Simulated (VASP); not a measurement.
The system is In.

```
In
1.0
    -1.66584    1.66584    2.48335
     1.66584   -1.66584    2.48335
     1.66584    1.66584   -2.48335
In
1
Direct
  0.00000 0.00000 0.00000
```

Program: VASP 6.6.1. Alike in all runs: task single point; no spin polarisation; cell as given; smearing methfessel-paxton 0.1 eV.

**Question.** Order these runs on this cell by their pressure, lowest first.
A. level PBE0; potentials or basis VASP PAW PBE potentials, release 64 (In_d); k mesh 10 × 10 × 10; cutoff (eV) 450; grid for exact exchange (PRECFOCK) Fast; exchange at q = 0 truncated
B. level LDA; potentials or basis VASP PAW LDA potentials, release 64 (In_d); k mesh 19 × 19 × 19; cutoff (eV) 450
C. level PBE; potentials or basis VASP PAW PBE potentials, release 64 (In_d); k mesh 19 × 19 × 19; cutoff (eV) 600

**Answer.** B (-4.1 GPa), A (-1.6 GPa), C (-0.1 GPa).

Caveats: the PAW data sets were made with another functional, which shifts forces and pressure a little (some runs).
